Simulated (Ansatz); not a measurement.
KBr (Fm-3m): from strained cells to moduli

```
K Br
1.0
     0.00000    3.18755    3.18755
     3.18755    0.00000    3.18755
     3.18755    3.18755    0.00000
K Br
1 1
Cartesian
  0.0000 0.0000 0.0000
  3.1876 3.1876 3.1876
```

The conventional cell has a = 6.375 Å, b = 6.375 Å, c = 6.375 Å, α = 90.00°, β = 90.00°, γ = 90.00°. Around K (atom 1) lie 6 Br at 3.19 Å. Br (atom 2) has 6 K at 3.19 Å as nearest neighbours.

Level of theory, where no other is named: LDA, all-electron LAPW in Ansatz 0.2.0, scalar-relativistic. k mesh 6×6×6, strains of ±0.005, fixed occupations, basis error target 1 meV/atom. The cell was relaxed by PAW under this functional, which moved its volume by -10 % from the database entry's.

The cell is cubic and carries a residual pressure of -0.03 GPa at this level. Each strain component that symmetry leaves independent is applied at ±0.005, the ions relax wherever a strain frees them, and the stress (tension positive, GPa) is read. Shears are engineering strains, γ = 2ε.

```csv
strain,size,σxx,σyy,σzz,σyz,σxz,σxy
xx,-0.005,-0.2270,0.0053,0.0053,0.0000,0.0000,0.0000
xx,+0.005,0.2724,0.0574,0.0574,0.0000,0.0000,0.0000
yz,-0.005,0.0317,0.0316,0.0316,-0.0256,0.0000,0.0000
yz,+0.005,0.0317,0.0316,0.0316,0.0256,0.0000,0.0000
```

A central difference gives one constant, for example C11 ≈ (0.2724 − (-0.2270))/(0.01) = 49.9 GPa; the program then imposes the crystal's symmetry on the whole matrix.

(1) What are the independent elastic constants?

(2) Do they meet the Born conditions?

(3) What moduli does a random aggregate of grains have?

(4) With the density of 3.051 g/cm³, how fast does sound travel, and what Debye temperature follows?

(5) How far do the constants move if PAW replaces LAPW in the same cell?

(6) What happens at 30 GPa (cell relaxed there)?

## Answers

(1) C11 = 49.9, C12 = 5.2, C44 = 5.1 GPa.

(2) C11 − C12 = 44.7, C11 + 2C12 = 60.4 and C44 = 5.1 GPa must all be positive, so the crystal is elastically stable; that says nothing yet of its phonons.

(3) B = (C11 + 2C12)/3 = 20.1 GPa. G_V = (C11 − C12 + 3C44)/5 = 12.0 and G_R = 5(C11 − C12)C44/(4C44 + 3(C11 − C12)) = 7.4, so G_H = 9.7 GPa. Then E = 9BG/(3B + G) = 25.1 GPa, ν = (3B − 2G)/(6B + 2G) = 0.292 and B/G = 2.07, on the ductile side of Pugh's 1.75 (a rule of thumb, made for metals; it doesn't predict ductility here).

(4) 

```csv
direction,slow (m/s),middle (m/s),fast (m/s)
[100],1297,1297,4046
[110],1297,2708,3274
[111],2334,2334,2973
```

The mean of v⁻³ over directions and branches gives v_m = 1875 m/s and θ_D = (ħ/k_B) v_m (6π²n)^(1/3) = 175 K, n being atoms per volume. Young's modulus spans 14 to 49 GPa over directions, and the universal anisotropy index is 3.11.

(5) 

```
constant  LAPW (GPa)  PAW (GPa)  difference
     C11        49.9       49.9         0.0
     C12         5.2        5.2         0.0
     C44         5.1        5.1         0.0
```

(6) The volume falls to 0.6252 of its value, and C11 = 344.0, C12 = 31.7, C44 = -13.5 GPa (slopes of the stress), in this structure whether or not another phase takes over. The matrix has a negative eigenvalue there, so the lattice is mechanically unstable at that pressure.

Limits of these numbers: the frozen-core PAW files of the compared runs were fitted under PBE, their cores solved anew for this functional.
